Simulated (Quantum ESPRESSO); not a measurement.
Crystal: NaCl.

```xyz
2
Lattice="3.5022 0.0000 0.0000 0.0000 3.5022 0.0000 0.0000 0.0000 3.5022" Properties=species:S:1:pos:R:3 pbc="T T T"
Cl    1.7511    1.7511    1.7511
Na    0.0000    0.0000    0.0000
```

Measurements of this composition are mostly on another form, of space group No. 225.

```yaml
Program: Quantum ESPRESSO 7.5
Task: phonons
Functional: PBE
Potentials_or_basis: PseudoDojo 0.4 SR PBE stringent
Cutoff: 1197 eV
Density_cutoff: 4789 eV
k_mesh: 4 × 4 × 4, shifted
Occupations: fermi-dirac, width 0.05 eV
Spin: no spin polarisation
Mixing_beta: 0.5
Most_SCF_iterations: 120
SCF_threshold: 4e-10 Ry
```

The first run showed a gap, so the response started from a second, tighter run with fixed occupations.

At Γ the optical frequencies without the macroscopic field are 141 141 141 cm⁻¹, at a pressure of 0.0 GPa.

**Question.** How do the modes respond when the cell is scaled evenly, at fixed shape?

**Answer.** The highest of these modes has a Grüneisen parameter of 1.21 and moves by +6.6 cm⁻¹ per GPa. None of the listed modes softens on compression. The pressures give a bulk modulus of about 26 GPa.

Frequencies at 99 % and 101 % of the volume (pressures 0.3 and -0.2 GPa), ions relaxed:
| mode | 99 % (cm⁻¹) | 101 % (cm⁻¹) | Grüneisen parameter |
| --- | --- | --- | --- |
| 4 | 142.5 | 139.0 | 1.21 |
| 5 | 142.5 | 139.0 | 1.21 |
| 6 | 142.5 | 139.0 | 1.21 |

Modes are matched by their order; those that don't vary smoothly over the three volumes are left out.

Caveat: the k mesh is coarse; before the sum rule the acoustic modes lie tens of cm⁻¹ from zero, a sign that the density grid also shifts the optical modes.
